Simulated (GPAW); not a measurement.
# In2O3 (R-3c) in GPAW: dielectric tensor with GLLB-SC

Aim: the dielectric tensor of In2O3 with GLLB-SC.

All numbers are computed with GPAW 26.7.0; they aren't measurements. Logs are shortened: lines on timing, memory, paths and dates and some standing lists are left out, and cuts for length are marked. The log counts tension as positive stress, the text compression.

## Step 1: The crystal as given

The structure is trigonal, space group R-3c (No. 167). The conventional cell has a = 5.487 Å, b = 5.487 Å, c = 14.510 Å, α = 90.00°, β = 90.00°, γ = 120.00°. In (site symmetry 3) has 6 O at 2.12 to 2.26 Å as nearest neighbours. O (site symmetry 2) is surrounded by 4 In at 2.12 to 2.26 Å.

## Step 2: Dielectric tensor, GLLB-SC

The input, run.py:

```python
import numpy as np
from ase.dft.bandgap import bandgap
from ase.io import read, write
from gpaw import GPAW, PW
from gpaw.response.df import DielectricFunction

atoms = read('In2O3.xyz')

calc = GPAW(mode=PW(650),
            xc='GLLBSC',
            kpts={'size': (3, 3, 3), 'gamma': True},
            occupations={'name': 'fermi-dirac', 'width': 0.001},
            nbands=69,
            convergence={'density': 1e-06},
            maxiter=150,
            txt='gpaw.txt')
atoms.calc = calc
energy = atoms.get_potential_energy()
calc.write('gs.gpw')
write('result.traj', atoms)
print('Fermi level:', round(calc.get_fermi_level(), 4), 'eV')
print(f'Gap: {bandgap(calc)[0]:.4f} eV, direct: {bandgap(calc, direct=True)[0]:.4f} eV')

for size in [(3, 3, 3)]:
    name = 'x'.join(str(n) for n in size)
    dense = calc.fixed_density(kpts={'size': size, 'gamma': True},
                               nbands=130, convergence={'bands': 124, 'eigenstates': 1e-7},
                               update_fermi_level=True, txt=f'dense-{name}.txt')
    dense.write(f'{name}.gpw', mode='all')
    df = DielectricFunction(f'{name}.gpw', frequencies=np.array([0.0]), hilbert=False, eta=0.001,
                            ecut=80, nbands=124, intraband=False, txt=f'df-{name}.txt')
    for xc in ['RPA']:
        for direction in ['x', 'y', 'z', [0, 1, 1], [1, 0, 1], [1, 1, 0]]:
            e0, e = df.get_macroscopic_dielectric_constant(xc=xc, direction=direction)
            print(f'{name} {xc} {direction}: {e0:.4f} without, {e:.4f} with local fields')
```

The input, In2O3.xyz:

```xyz
10
Lattice="2.7435000000 1.5839604635 4.8366666667 -2.7435000000 1.5839604635 4.8366666667 0.0000000000 -3.1679209270 4.8366666667" Properties=species:S:1:pos:R:3 pbc="T T T"
In     0.0000000000      0.0000000000     12.4395681001
In     0.0000000000      0.0000000000      9.3254319001
In     0.0000000000      0.0000000000      2.0704319000
In     0.0000000000      0.0000000000      5.1845681000
O     -1.9259370000     -0.1678998091      6.0458333334
O      0.8175630000      1.7518602726      6.0458333334
O      1.1083740000     -1.5839604635      6.0458333334
O      1.9259370000      0.1678998091      8.4641666667
O     -0.8175630000     -1.7518602726      8.4641666667
O     -1.1083740000      1.5839604635      8.4641666667
```

Potentials or basis: the program's PAW data sets (release 1.2.1) made for this functional, pw.

Run with:

```bash
> OMP_NUM_THREADS=1 python run.py
```

gpaw.txt:

```text
___ ___ ___ _ _ _
 |   |   |_  | | | |
 | | | | | . | | | |
 |__ |  _|___|_____|  26.7.0
 |___|_|

Input parameters:
  convergence: {density: 1e-06}
  kpts: {gamma: True,
         size: (3, 3, 3)}
  maxiter: 150
  mode: {ecut: 650.0,
         name: pw}
  nbands: 69
  occupations: {name: fermi-dirac,
                width: 0.001}
  xc: GLLBSC

System changes: positions, numbers, cell, pbc, initial_charges, initial_magmoms

Initialize ...

species:
  In:
    name:    Indium
    Z:       49.0
    valence: 13
    core:    36
    charge:  0.0  # [|e|]
    compensation charges:
      type: gauss
      rc: 0.36  # [Å]
      lmax: 2
    cutoffs:
      filter: 2.09  # [Å]
      core: 2.48  # [Å]
    projectors
    | kind |    occ | energy [eV] | rcut [Å] |
    |------|--------|-------------|----------|
    |   5s |  2.000 |      -8.515 |    1.185 |
    |   5p |  1.000 |      -2.998 |    1.244 |
    |   4d | 10.000 |     -19.723 |    1.148 |
    |    s |        |      18.697 |    1.185 |
    |    p |        |      24.213 |    1.244 |
    |    d |        |       7.489 |    1.148 |

    Using partial waves for In as LCAO basis

  O:
    name:    Oxygen
    Z:       8.0
    valence: 6
    core:    2
    charge:  0.0  # [|e|]
    compensation charges:
      type: gauss
      rc: 0.21  # [Å]
      lmax: 2
    cutoffs:
      filter: 1.17  # [Å]
      core: 0.83  # [Å]
    projectors
    | kind |    occ | energy [eV] | rcut [Å] |
    |------|--------|-------------|----------|
    |   2s |  2.000 |     -28.986 |    0.688 |
    |   2p |  4.000 |     -13.358 |    0.598 |
    |    s |        |      -1.774 |    0.688 |
    |    p |        |      13.853 |    0.598 |
    |    d |        |       0.000 |    0.619 |

    Using partial waves for O as LCAO basis

Reference energy: -651811.323841  # eV

Spin-paired calculation

Convergence criteria:
 Maximum [total energy] change in last 3 cyles: 0.0005 eV / valence electron
 Maximum integral of absolute [dens]ity change: 1e-06 electrons / valence electron
 Maximum integral of absolute [eigenst]ate change: 4e-08 eV^2 / valence electron
 Maximum number of scf [iter]ations: 150
 (Square brackets indicate name in SCF output, whereas a 'c' in
 the SCF output indicates the quantity has converged.)

Symmetries present (total): 6

  ( 1  0  0)  ( 0  1  0)  ( 0  0  1)  ( 0  0 -1)  ( 0 -1  0)  (-1  0  0)
  ( 0  1  0)  ( 0  0  1)  ( 1  0  0)  (-1  0  0)  ( 0  0 -1)  ( 0 -1  0)
  ( 0  0  1)  ( 1  0  0)  ( 0  1  0)  ( 0 -1  0)  (-1  0  0)  ( 0  0 -1)

27 k-points: 3 x 3 x 3 Monkhorst-Pack grid
6 k-points in the irreducible part of the Brillouin zone
       k-points in crystal coordinates                weights
   0:     0.00000000    0.00000000    0.00000000          1/27
   1:     0.33333333    0.00000000   -0.33333333          6/27
   2:     0.33333333    0.00000000    0.00000000          6/27
   3:     0.33333333    0.33333333   -0.33333333          6/27
   4:     0.33333333    0.33333333    0.00000000          6/27
   5:     0.33333333    0.33333333    0.33333333          2/27

Wave functions: Plane wave expansion
  Cutoff energy: 650.000 eV
  Number of coefficients (min, max): 4725, 4778
  Pulay-stress correction: 0.000000 eV/Ang^3 (de/decut=0.000000)
  Using FFTW library
  ScaLapack parameters: grid=1x1, blocksize=None
  Wavefunction extrapolation:
    Improved wavefunction reuse through dual PAW basis

Occupation numbers: Fermi-Dirac:
  width: 0.0010  # eV

Eigensolver
   Davidson(niter=2)

Densities:
  Coarse grid: 35*35*35 grid
  Fine grid: 70*70*70 grid
  Total Charge: 0.000000

Density mixing:
  Method: separate
  Backend: msr1
  Linear mixing parameter: 0.05
  old densities: 10
  Width of damping distribution: 1.1
  Damping of long wavelength oscillations: 20

Hamiltonian:
  XC and Coulomb potentials evaluated on a 70*70*70 grid
  Using the GLLBSC Exchange-Correlation functional
  External potential:
    NoExternalPotential

XC parameters: GLLBSC functional being used consists of
  -----------------------------------------------------------------------
  | Weight | Module     | Description                                   |
  -----------------------------------------------------------------------
  |  1.000 | SCREENING  | GGA_X_PBE_SOL with 2 nearest neighbor stencil |
  |  1.000 | RESPONSE   | eps=0.0500 eV                                 |
  |  1.000 | XC         | GGA_C_PBE_SOL with 2 nearest neighbor stencil |
  -----------------------------------------------------------------------

Number of atoms: 10
Number of atomic orbitals: 60
Number of bands in calculation: 69
Number of valence electrons: 88
Bands to converge: occupied

... initialized

Initializing position-dependent things.

Density initialized from atomic densities
Creating initial wave functions:
  60 bands from LCAO basis set
  9 bands from random numbers

             In

           O In
                  O
          O
                O
        O
             InO

             In

Atomic positions and initial magnetic moments

Positions:
   0 In     0.000000    0.000000   12.439568    ( 0.0000,  0.0000,  0.0000)
   1 In     0.000000    0.000000    9.325432    ( 0.0000,  0.0000,  0.0000)
   2 In     0.000000    0.000000    2.070432    ( 0.0000,  0.0000,  0.0000)
   3 In     0.000000    0.000000    5.184568    ( 0.0000,  0.0000,  0.0000)
   4 O     -1.925937   -0.167900    6.045833    ( 0.0000,  0.0000,  0.0000)
   5 O      0.817563    1.751860    6.045833    ( 0.0000,  0.0000,  0.0000)
   6 O      1.108374   -1.583960    6.045833    ( 0.0000,  0.0000,  0.0000)
   7 O      1.925937    0.167900    8.464167    ( 0.0000,  0.0000,  0.0000)
   8 O     -0.817563   -1.751860    8.464167    ( 0.0000,  0.0000,  0.0000)
   9 O     -1.108374    1.583960    8.464167    ( 0.0000,  0.0000,  0.0000)

Unit cell:
           periodic     x           y           z      points  spacing
  1. axis:    yes    2.743500    1.583960    4.836667    35     0.1290
  2. axis:    yes   -2.743500    1.583960    4.836667    35     0.1290
  3. axis:    yes    0.000000   -3.167921    4.836667    35     0.1290

  Lengths:   5.781788   5.781788   5.781788
  Angles:   56.654541  56.654541  56.654541

Effective grid spacing dv^(1/3) = 0.1433

iter:   1   -91.076248
iter:   2   -78.662508   -1.11  -0.86
iter:   3   -63.403981   -0.59  -0.93
iter:   4   -61.094907   -1.73  -1.31
iter:   5   -61.710954   -1.60  -1.49
iter:   6   -59.705545   -2.16  -1.58
iter:   7   -59.469226   -2.77  -2.35
iter:   8   -59.644630   -4.12  -2.47
iter:   9   -59.695156   -4.46  -2.90
iter:  10   -59.729462   -5.14  -3.33
iter:  11   -59.738884c  -5.73  -4.15
iter:  12   -59.735443c  -7.31  -4.12
iter:  13   -59.733961c  -7.40c -4.66
iter:  14   -59.734676c  -8.36c -5.02
iter:  15   -59.734445c  -9.68c -5.39
iter:  16   -59.734390c -10.11c -5.87
iter:  17   -59.734412c -11.59c -6.39c

Converged after 17 iterations.

Dipole moment: (0.000000, 0.000000, -0.000000) |e|*Ang

Energy contributions relative to reference atoms: (reference = -651811.323841)

Kinetic:       +148.403193
Potential:     -127.865805
External:        +0.000000
XC:             -81.806190
Entropy (-ST):   -0.000000
Local:           +1.534389
SIC:             +0.000000
--------------------------
Free energy:    -59.734412
Extrapolated:   -59.734412

GLLBSC response reference energy: 2.93567 eV (from HOMO)

Showing only first 2 kpts
 Kpt  Band  Eigenvalues  Occupancy
  0    42      2.93527    2.00000
  0    43      2.93567    2.00000
  0    44      5.10569    0.00000
  0    45      9.56139    0.00000

  1    42      2.79676    2.00000
  1    43      2.83757    2.00000
  1    44      8.89160    0.00000
  1    45      9.27409    0.00000

Fermi level: 3.04740

Gap: 2.170 eV
Transition (v -> c):
  (s=0, k=0, n=43, [0.00, 0.00, 0.00]) -> (s=0, k=0, n=44, [0.00, 0.00, 0.00])
No difference between direct/indirect transitions
Writing to gs.gpw (mode='')
```

Wall time 6.1 min (1 thread of Arm Neoverse V1, shared host); peak memory 0.71 GiB.

Results:

```yaml
Band_gap_on_the_k_mesh_Kohn-Sham_part_alone: 2.17 eV, direct
Electronic_dielectric_tensor_diagonal: 3.94, 3.94, 3.78
```

Electronic dielectric tensor:
```
3.94 0.00 0.00
0.00 3.94 0.00
0.00 0.00 3.78
```

Caveat: the k mesh is coarse (spacing up to 0.46 Å⁻¹), so the values aren't converged; a model potential gives levels but no total energy; the long-wavelength limit can be off by a per cent or two; response on these states lacks terms of the Hamiltonian; spin-orbit coupling is left out, which moves the levels of the heavy elements; an odd mesh through Γ misses points on the zone boundary, where band edges often lie.
